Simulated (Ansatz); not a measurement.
**Bands of TaN**

```
Ta N
1.0
     2.93800    0.00000    0.00000
    -1.46900    2.54438    0.00000
     0.00000    0.00000    2.88300
Ta N
1 1
Direct
  0.33333 0.66667 0.50000
  0.00000 0.00000 0.00000
```

Atoms are numbered in the order listed.

The cell is COD entry 1538016, as deposited and not checked against the literature; nothing was relaxed.

Spin–orbit coupling is left out, though it moves levels of the heavy atoms by tenths of an eV or more.

These are results of Ansatz 0.2.0, DFT, PBE, all-electron LAPW, scalar-relativistic, not measurements.

Sampling and basis: a Γ-centred 12×12×10 k mesh, Fermi–Dirac smearing of 0.02 eV, basis error target 0.5 meV/atom, no spin polarisation.

Points in fractions of the reciprocal vectors of this cell: Γ (0, 0, 0), M (0.5, 0, 0), K (0.333, 0.333, 0), A (0, 0, 0.5), L (0.5, 0, 0.5), H (0.333, 0.333, 0.5). The path joins them by straight lines in the order Γ–M–K–Γ–A–L–H–A–L; legs that retrace an earlier one aren't tabulated. Energies are in eV from the Fermi level.

(1) Is there a gap?

(2) List the levels between -8 and 3 eV at the symmetry points.

Results:

(1) none: bands cross the Fermi level, a metal.

(2) 
Γ: -4.67 (×2), -4.30, -3.04, 2.10
M: -5.29, -3.58, -3.29, 2.92
K: -7.66, -5.82, -5.26, 0.02, 0.98, 1.46, 2.39
A: -3.85 (×2), -0.19 (×2), 2.29
L: -7.43, -6.29, -5.79, -0.46
H: -6.66, -4.01, -0.47
